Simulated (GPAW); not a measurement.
# BeTe (F-43m) in GPAW: a series of runs

One crystal, BeTe, is run at these levels: RPBE, revPBE, BLYP; tasks: band structure.

All numbers are computed with GPAW 26.7.0; they aren't measurements. Logs are shortened: lines on timing, memory, paths and dates and some standing lists are left out, and cuts for length are marked. The log counts tension as positive stress, the text compression.

### Step 1. Starting point

Symmetry: F-43m, No. 216, cubic system. The conventional cell has a = 5.540 Å, b = 5.540 Å, c = 5.540 Å, α = 90.00°, β = 90.00°, γ = 90.00°. Te (site symmetry -43m) has 4 Be at 2.40 Å as nearest neighbours. Be (site symmetry -43m) is surrounded by 4 Te at 2.40 Å.

### Step 2. Band structure, RPBE

run.py reads:

```python
from ase import Atoms
from ase.dft.bandgap import bandgap
from ase.io import write
from ase.units import GPa
from gpaw import GPAW, PW

atoms = Atoms(['Te', 'Be'],
              cell=[[0.0, 2.77, 2.77],
                    [2.77, 0.0, 2.77],
                    [2.77, 2.77, 0.0]],
              scaled_positions=[[0.75, 0.75, 0.75],
                                [0.0, 0.0, 0.0]],
              pbc=True)

calc = GPAW(mode=PW(800),
            xc='RPBE',
            kpts={'size': (8, 8, 8), 'gamma': True},
            occupations={'name': 'fermi-dirac', 'width': 0.05},
            nbands=11,
            convergence={'density': 1e-05, 'energy': 1e-05},
            maxiter=150,
            txt='gpaw.txt')
atoms.calc = calc
energy = atoms.get_potential_energy()
forces = atoms.get_forces()
stress = atoms.get_stress()
calc.write('gs.gpw')
write('result.traj', atoms)
print(f'Energy: {energy:.6f} eV')
print('Forces (eV/A):')
print(forces.round(4))
print('Stress (GPa):', (stress / GPa).round(3))
print('Fermi level:', round(calc.get_fermi_level(), 4), 'eV')
print(f'Gap: {bandgap(calc)[0]:.4f} eV, direct: {bandgap(calc, direct=True)[0]:.4f} eV')

path = atoms.cell.bandpath('GXWKGLUWLK,UX', npoints=80, eps=1e-4)
bs_calc = calc.fixed_density(kpts=path, symmetry='off', nbands=21,
                             convergence={'bands': 'CBM+6.0', 'eigenstates': 1e-6}, txt='bands.txt')
bs = bs_calc.band_structure()
bs.write('bs.json')
print(f'Gap on the path: {bandgap(bs_calc)[0]:.4f} eV')
```

Potentials or basis: the program's PAW data sets (release 1.2.1) made for this functional, pw.

Launch:

```sh
OMP_NUM_THREADS=1 python run.py
```

gpaw.txt:

```text
__  _  _
 | _ |_)|_||  |
 |__||  | ||/\| - 26.7.0

Input parameters:
  mode=PW(ecut=800.0),
  convergence={'density': 1e-05, 'energy': 1e-05},
  kpts=MonkhorstPack(size=(8, 8, 8), gamma=True),
  maxiter=150,
  nbands=11,
  occupations=Occupations(name='fermi-dirac', width=0.05),
  xc=XC(name='RPBE')

Diagonalizing LCAO Hamiltonian
Converting LCAO to pw mode

                    Te

       Be

Atoms  # Å, Bohr magnetons
|   | symbol |        x |        y |        z |    initial magnetic moments |
|---|--------|----------|----------|----------|-----------------------------|
| 0 |     Te | 4.155000 | 4.155000 | 4.155000 | ( 0.0000,  0.0000,  0.0000) |
| 1 |     Be | 0.000000 | 0.000000 | 0.000000 | ( 0.0000,  0.0000,  0.0000) |

Unit cell  # Å
| periodic |        x |        y |        z |  lengths |    angles |
|----------|----------|----------|----------|----------|-----------|
|      yes | 0.000000 | 2.770000 | 2.770000 | 3.917372 | 60.000000 |
|      yes | 2.770000 | 0.000000 | 2.770000 | 3.917372 | 60.000000 |
|      yes | 2.770000 | 2.770000 | 0.000000 | 3.917372 | 60.000000 |

Number of symmetries: 24
Symmetry operations  # r_c * U_cc + t_c -> r_c
|    | kind |            matrix            |
|----|------|------------------------------|
|  0 |  E   |  1, 0, 0,  0, 1, 0,  0, 0, 1 |
|  1 |  σ   |  1, 0, 0,  0, 0, 1,  0, 1, 0 |
|  2 |  σ   |  1, 0,-1,  0, 1,-1,  0, 0,-1 |
|  3 |  C3  |  1, 0,-1,  0, 0,-1,  0, 1,-1 |
|  4 |  C3  |  1,-1, 0,  0,-1, 1,  0,-1, 0 |
|  5 |  σ   |  1,-1, 0,  0,-1, 0,  0,-1, 1 |
|  6 |  σ   |  0, 1, 0,  1, 0, 0,  0, 0, 1 |
|  7 |  C3  |  0, 1, 0,  0, 0, 1,  1, 0, 0 |
|  8 |  C2  |  0, 1,-1,  1, 0,-1,  0, 0,-1 |
|  9 |  S4  |  0, 1,-1,  0, 0,-1,  1, 0,-1 |
| 10 |  C3  |  0, 0, 1,  1, 0, 0,  0, 1, 0 |
| 11 |  σ   |  0, 0, 1,  0, 1, 0,  1, 0, 0 |
| 12 |  S4  |  0, 0,-1,  1, 0,-1,  0, 1,-1 |
| 13 |  C3  |  0, 0,-1,  0, 1,-1,  1, 0,-1 |
| 14 |  S4  |  0,-1, 1,  1,-1, 0,  0,-1, 0 |
| 15 |  C2  |  0,-1, 1,  0,-1, 0,  1,-1, 0 |
| 16 |  C3  |  0,-1, 0,  1,-1, 0,  0,-1, 1 |
| 17 |  S4  |  0,-1, 0,  0,-1, 1,  1,-1, 0 |
| 18 |  S4  | -1, 1, 0, -1, 0, 1, -1, 0, 0 |
| 19 |  C3  | -1, 1, 0, -1, 0, 0, -1, 0, 1 |
| 20 |  C3  | -1, 0, 1, -1, 1, 0, -1, 0, 0 |
| 21 |  S4  | -1, 0, 1, -1, 0, 0, -1, 1, 0 |
| 22 |  σ   | -1, 0, 0, -1, 1, 0, -1, 0, 1 |
| 23 |  C2  | -1, 0, 0, -1, 0, 1, -1, 1, 0 |

BZ-sampling:
  Number of BZ points: 512
  Number of IBZ points: 29

  Monkhorst-Pack size: [8, 8, 8]
  Monkhorst-Pack shift: [0.0625, 0.0625, 0.0625]

K-points  # in reciprocal-cell coordinates
|     |                                coordinates |     weight |
|-----|--------------------------------------------|------------|
|   0 | (  0.00000000,   0.00000000,   0.00000000) | 0.00195312 |
|   1 | (  0.12500000,   0.12500000,   0.00000000) | 0.01171875 |
|   2 | (  0.12500000,   0.12500000,   0.12500000) | 0.01562500 |
|   3 | (  0.25000000,   0.12500000,   0.12500000) | 0.02343750 |
|   4 | (  0.25000000,   0.25000000,   0.00000000) | 0.01171875 |
|   5 | (  0.25000000,   0.25000000,   0.12500000) | 0.04687500 |
|   6 | (  0.25000000,   0.25000000,   0.25000000) | 0.01562500 |
|   7 | (  0.37500000,   0.25000000,  -0.37500000) | 0.04687500 |
|   8 | (  0.37500000,   0.25000000,   0.12500000) | 0.04687500 |
|   9 | (  0.37500000,   0.25000000,   0.25000000) | 0.04687500 |
| ... |                                            |            |
|  28 | (  0.50000000,   0.50000000,   0.50000000) | 0.00781250 |

Plane wave coefficients: 2204
Cutoff: 800.0 eV

Spin-components: 1 (collinear spins)
Bands:           11
Projectors:      8
Spin-degeneracy: 2
Datatype:        complex128

Parallelization:
  kpt:    1
  domain: 1
  band:   1

Density:
  Valence electrons: 8.0
  Components: 1
  Grid points: [27 27 27]
  Charge: 0.0  # |e|

Potential:
  Grid points: [27 27 27]

species:
  Te:
    name:    Tellurium
    Z:       52.0
    valence: 6
    core:    46
    charge:  0.0  # [|e|]
    compensation charges:
      type: gauss
      rc: 0.36  # [Å]
      lmax: 2
    cutoffs:
      filter: 2.09  # [Å]
      core: 3.17  # [Å]
    projectors
    | kind |    occ | energy [eV] | rcut [Å] |
    |------|--------|-------------|----------|
    |   5s |  2.000 |     -15.026 |    1.180 |
    |   5p |  4.000 |      -5.917 |    1.196 |
    |    s |        |      12.185 |    1.180 |
    |    p |        |      21.294 |    1.196 |
    |    d |        |       0.000 |    1.238 |

    Using partial waves for Te as LCAO basis

  Be:
    name:    Beryllium
    Z:       4.0
    valence: 2
    core:    2
    charge:  0.0  # [|e|]
    compensation charges:
      type: gauss
      rc: 0.25  # [Å]
      lmax: 2
    cutoffs:
      filter: 1.42  # [Å]
      core: 1.77  # [Å]
    projectors
    | kind |    occ | energy [eV] | rcut [Å] |
    |------|--------|-------------|----------|
    |   2s |  2.000 |      -5.629 |    0.794 |
    |   2p |  0.000 |      -2.014 |    0.794 |
    |    s |        |      21.582 |    0.794 |

    Using partial waves for Be as LCAO basis

Reference energy: -185199.285275  # eV

eigensolver:
  PPCG
  Converge bands: occupied
  niter=2

density mixing:
  MSR1-Mixer
  Pratt-step length: 0.05
  Maximum mixing coefficient: 0.75
  Old densities: 10
  SVD Regularization: 0.005
  Good broyden scale: 1.0
  Trust region scale: 1.0
  Backstep threshold: 4.0
  History deletion threshold: 6.0
  Fourier metric: weight=20.0, sigma=0.015

occupation numbers:
  Fermi-Dirac:
    width: 0.0500  # eV

poisson solver:
  ecut: 6400.0  # eV

xc functional:
  name: RPBE with 2 nearest neighbor stencil

convergence criteria:
[... 6 lines left out ...]
|iter     | |      energy | eigst |  dens |
|---------|-|-------------|-------|-------|
|iter:   1| |   -7.080147 | -0.13 |       |
|iter:   2| |   -7.061760 | -2.14 | -0.91 |
|iter:   3| |   -6.953435 | -2.20 | -0.95 |
|iter:   4| |   -6.955819 | -3.07 | -1.53 |
|iter:   5| |   -6.956712 | -4.15 | -2.06 |
|iter:   6| |   -6.956769 | -5.27 | -2.68 |
|iter:   7| |   -6.956771c| -6.78 | -3.69 |
|iter:   8| |   -6.956771c| -7.54c| -4.08 |
|iter:   9| |   -6.956771c| -8.27c| -5.06c|

Converged in 9 steps
Energy contributions relative to reference atoms: (reference = -185199.285275)

Energy contributions:
  Kinetic:          19.060301
  Coulomb:         -16.995888
  Zero:              0.130393
  External:          0.000000
  Xc:               -9.151577
  Entropy:          -0.000000
  Spinorbit:         0.000000
  ----------------------------
  Free energy:      -6.956771
  Extrapolated:     -6.956771

dipole moment: (-0.430702, -0.430702, -0.430702)  # |e|*Ang

Fermi level: 6.559
Eigenvalues  # (at kpt = [0.000, 0.000, 0.000])
| band index |      eig [eV] | occ [0-2] |
|------------|---------------|-----------|
|          0 |        -6.945 |     2.000 |
|          1 |         5.654 |     2.000 |
|          2 |         5.654 |     2.000 |
|          3 |         5.654 |     2.000 |
|          4 |         9.261 |     0.000 |
|          5 |         9.261 |     0.000 |
|          6 |         9.261 |     0.000 |
|          7 |         9.947 |     0.000 |
|          8 |        14.207 |     0.000 |
|          9 |        16.179 |     0.000 |
|         10 |        16.762 |     0.000 |

Gap: 1.941 eV
Transition (v -> c):
  (s=0, k=0, n=3, [0.00, 0.00, 0.00]) -> (s=0, k=24, n=4, [0.50, 0.50, 0.00])
Direct/indirect transitions are different
Direct gap: 3.607 eV
Transition at: (s=0, k=0, n=3, [0.00, 0.00, 0.00])

Forces  # eV/Ang
|       x |       y |       z |
|---------|---------|---------|
| 0.00000 | 0.00000 | 0.00000 |  # Te   0
| 0.00000 | 0.00000 | 0.00000 |  # Be   1

Stress tensor  # eV/Ang^3
|         x |         y |         z |
|-----------|-----------|-----------|
| -0.038650 |  0.000000 | -0.000000 |
|  0.000000 | -0.038650 |  0.000000 |
| -0.000000 |  0.000000 | -0.038650 |

# Writing to gs.gpw (mode='')
```

Wall time 86 s (1 thread of AMD EPYC, shared host); peak memory 0.28 GiB.

Results:

* Free energy: -6.9568 eV
* Pressure: 6.2 GPa
* Band gap on the k mesh: 1.94 eV, indirect (least direct gap 3.61 eV)
* Band gap along the path: 1.94 eV, indirect (least direct gap 3.61 eV)

Levels at the corners of the path, in eV from the valence-band top:
```
point  band 2  band 3  band 4  band 5  band 6  band 7
    Γ    0.00    0.00    0.00    3.61    3.61    3.61
    X   -5.39   -2.83   -2.83    1.94    2.65   10.15
    W   -4.82   -3.94   -3.43    5.41    5.61    5.74
    K   -5.01   -4.14   -2.39    2.70    5.38    8.15
    Γ    0.00    0.00    0.00    3.61    3.61    3.61
    L   -5.85   -1.22   -1.22    3.27    4.62    4.62
    U   -5.01   -4.14   -2.39    2.70    5.38    8.15
    W   -4.82   -3.94   -3.43    5.41    5.61    5.74
    L   -5.85   -1.22   -1.22    3.27    4.62    4.62
    K   -5.01   -4.14   -2.39    2.70    5.38    8.15
    U   -5.01   -4.14   -2.39    2.70    5.38    8.15
    X   -5.39   -2.83   -2.83    1.94    2.65   10.15
```

Caveat: spin-orbit coupling is left out, which moves the levels of the heavy elements. As with any semilocal functional, this RPBE gap is likely too small.

### Step 3. Band structure, revPBE

Changes to run.py since step 2:

```diff
@@ -1,4 +1,3 @@
-from ase import Atoms
 from ase.dft.bandgap import bandgap
-from ase.io import write
+from ase.io import read, write
 from ase.units import GPa
@@ -6,12 +5,6 @@
 
-atoms = Atoms(['Te', 'Be'],
-              cell=[[0.0, 2.77, 2.77],
-                    [2.77, 0.0, 2.77],
-                    [2.77, 2.77, 0.0]],
-              scaled_positions=[[0.75, 0.75, 0.75],
-                                [0.0, 0.0, 0.0]],
-              pbc=True)
+atoms = read('POSCAR')
 
 calc = GPAW(mode=PW(800),
-            xc='RPBE',
+            xc='revPBE',
             kpts={'size': (8, 8, 8), 'gamma': True},
```

POSCAR reads:

```
BeTe
1.0
    0.0000000000      2.7700000000      2.7700000000
    2.7700000000      0.0000000000      2.7700000000
    2.7700000000      2.7700000000      0.0000000000
Te Be
1 1
Direct
    0.7500000000      0.7500000000      0.7500000000
    0.0000000000      0.0000000000      0.0000000000
```

Potentials or basis: the program's PAW data sets (release 1.2.1) made for this functional, pw.

Launch:

```sh
OMP_NUM_THREADS=1 python run.py
```

Wall time 82 s (1 thread of AMD EPYC, shared host); peak memory 0.28 GiB.

The run converged. Its results:

```yaml
Free_energy: -7.0293 eV
Pressure: 5.8 GPa
Band_gap_on_the_k_mesh: 1.92 eV, indirect (least direct gap 3.61 eV)
Band_gap_along_the_path: 1.92 eV, indirect (least direct gap 3.61 eV)
```

Levels at the corners of the path, in eV from the valence-band top:
```csv
point,band 1,band 2,band 3,band 4,band 5,band 6,band 7,band 8
Γ,-12.61,0.00,0.00,0.00,3.61,3.61,3.61,4.27
X,-10.58,-5.39,-2.83,-2.83,1.92,2.64,10.14,10.14
W,-10.54,-4.82,-3.95,-3.44,5.39,5.59,5.73,6.43
K,-10.61,-5.01,-4.15,-2.39,2.68,5.37,8.14,8.55
Γ,-12.61,0.00,0.00,0.00,3.61,3.61,3.61,4.27
L,-11.13,-5.86,-1.22,-1.22,3.26,4.61,4.61,7.92
U,-10.61,-5.01,-4.15,-2.39,2.68,5.37,8.14,8.55
W,-10.54,-4.82,-3.95,-3.44,5.39,5.59,5.73,6.43
L,-11.13,-5.86,-1.22,-1.22,3.26,4.61,4.61,7.92
K,-10.61,-5.01,-4.15,-2.39,2.68,5.37,8.14,8.55
U,-10.61,-5.01,-4.15,-2.39,2.68,5.37,8.14,8.55
X,-10.58,-5.39,-2.83,-2.83,1.92,2.64,10.14,10.14
```

Caveat: spin-orbit coupling is left out, which moves the levels of the heavy elements. As with any semilocal functional, this revPBE gap is likely too small.

[end of part 1 of 2]
